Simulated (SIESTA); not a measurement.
FeO (Wuestite) under changes of volume

One of the cells (10.214 Å³/atom); the others are scaled copies at fixed shape and fractional positions:

```
Fe O
1.0
     0.00000    2.16967    2.16967
     2.16967    0.00000    2.16967
     2.16967    2.16967    0.00000
Fe O
1 1
Direct
  0.00000 0.00000 0.00000
  0.50000 0.50000 0.50000
```

* Program: SIESTA 5.4.2
* Functional: PBE
* Potentials or basis: PseudoDojo 0.4 standard (PBE files)
* Basis: DZP (energy shift 0.002 Ry)
* Grid cutoff: 800 Ry
* Energy shift: 0.002 Ry
* k mesh: 11 × 11 × 11
* Occupations: fermi-dirac, width 0.05 eV
* Spin: collinear spin, ferromagnetic start
* Starting moments: [3.0, 0.0] μB

```tsv
volume (Å³/atom)	energy over the lowest point (meV/atom)	pressure (GPa)
9.413	23.56	14.1
9.613	9.39	8.8
9.813	?	?
10.214	0.00	-2.9
10.414	5.99	-6.5
10.614	15.91	-9.1
```

**Question.** What does the run at 9.813 Å³/atom give?

**Answer.** Energy over the lowest point 1.18 meV/atom; pressure 4.6 GPa.

Worked out: A Birch-Murnaghan fit of order 3 (a polynomial in V^(-2/3)) to the other rows has its minimum at 10.03 Å³/atom with B0 = V·E''(V) = 188 GPa and B' = 4.4. It gives 1.14 meV/atom at 9.813 Å³/atom, against the run's 1.18, and -dE/dV = 4.4 GPa, against 4.6.

Energies are extrapolated to zero smearing.

Caveats: semicore shells carry a single zeta, which can move pressures by several GPa and volumes by a few percent; the basis of atomic orbitals isn't converged, which shifts pressures, moduli and gaps; a cell with one magnetic atom can't hold antiferromagnetic order, which such compounds often take.
